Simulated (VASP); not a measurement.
```yaml
crystal:
  lattice:
    - [3.53786, 0.00000, 0.00000]
    - [-1.76893, 3.06388, 0.00000]
    - [0.00000, 0.00000, 5.71669]
  atoms:
    - { symbol: In, position: [0.33333, 0.66667, 0.99811] }
    - { symbol: In, position: [0.66667, 0.33333, 0.49811] }
    - { symbol: N, position: [0.33333, 0.66667, 0.37689] }
    - { symbol: N, position: [0.66667, 0.33333, 0.87689] }
```

All values below come from PBEsol GGA, VASP's PBE PAW potentials (set 64) (plane waves; VASP). Run with 520 eV cut-off, 11×11×6 Γ-centred mesh, first-order Methfessel-Paxton smearing of 0.10 eV, potentials In_d N.

Unless said otherwise, spin-orbit coupling is left out, though it shifts the bands of the heavy elements here.

Question: Estimate the energy per atom (σ→0), band gap (on the k-mesh) with the smallest direct gap where there is one.

Answer: 
* **band gap (on the k-mesh)**: none (metal, semimetal or under 0.01 eV)
* **energy per atom (σ→0)**: -558.6 kJ/mol of atoms

The absolute energy has meaning only against runs of the same code, potentials and settings.

The structure was generated: InN was put into the wurtzite type (P6_3mc), which need not be its known phase. It was relaxed first. The start is the result of an earlier pass.
